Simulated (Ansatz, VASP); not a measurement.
**Be in VASP and in Ansatz**

Contents of INCAR:

```
SYSTEM = Be
PREC = Accurate
ENCUT = 520
EDIFF = 1E-8
ISMEAR = -1
SIGMA = 0.08
LREAL = .FALSE.
LASPH = .TRUE.
NELM = 80
ALGO = Fast
ISIF = 2
LWAVE = .FALSE.
LCHARG = .FALSE.
GGA = PE
LEFG = .TRUE.
NBANDS = 7
```

The input KPOINTS:

```
regular mesh
0
G
  20 20 20
  0 0 0
```

The input POSCAR:

```
Be
1.0
    0.0000000000      1.5482849045      1.6421048677
    1.5482849045      0.0000000000      1.6421048677
    1.5482849045      1.5482849045      0.0000000000
Be
1
Direct
    0.0000000000      0.0000000000      0.0000000000
```

Input for Ansatz:

```yaml
crystal:
  lattice:
    - [0.0, 1.5482849045, 1.6421048677]
    - [1.5482849045, 0.0, 1.6421048677]
    - [1.5482849045, 1.5482849045, 0.0]
  atoms:
    - { symbol: Be, position: [0.0, 0.0, 0.0] }
kpoints:
  mp_grid: { grid: [20, 20, 20] }
scf:
  occupations: { method: fermi_dirac, width: 0.08 }
hamiltonian:
  xc: pbe
  pseudopotentials: { kind: all_electron, datasets: crystal }
output:
  forces: true
  stress: true
  eigenvalues: true
  efg: { contact_densities: true }
```

Change from the starting cell: z stretched by +4 % at fixed volume, crystal datasets.

Alike in both runs: task electric field gradients; functional PBE; k mesh 20 × 20 × 20; occupations fermi-dirac, width 0.08 eV; no spin polarisation.

```csv
,VASP,Ansatz
version,VASP 6.6.1,Ansatz 0.2.0
potentials or method,"VASP PAW PBE potentials, release 64 (Be)","all-electron PAW with datasets made for the crystal, scalar-relativistic"
plane-wave cutoff (eV),520,see its input
```

|  | VASP | Ansatz | Ansatz less VASP |
| --- | --- | --- | --- |
| pressure (GPa) | 0.4 | 0.2 | -0.19 |
| largest component of the traceless stress (GPa) | 6.96 | 6.96 | 0.000 |
| Vzz of the field gradient on the site that differs most (V/Å²) | 0.1 | 0.1 | +0.04 |

Ansatz ran all-electron here, so the differences hold the error of VASP's frozen core and of both bases.
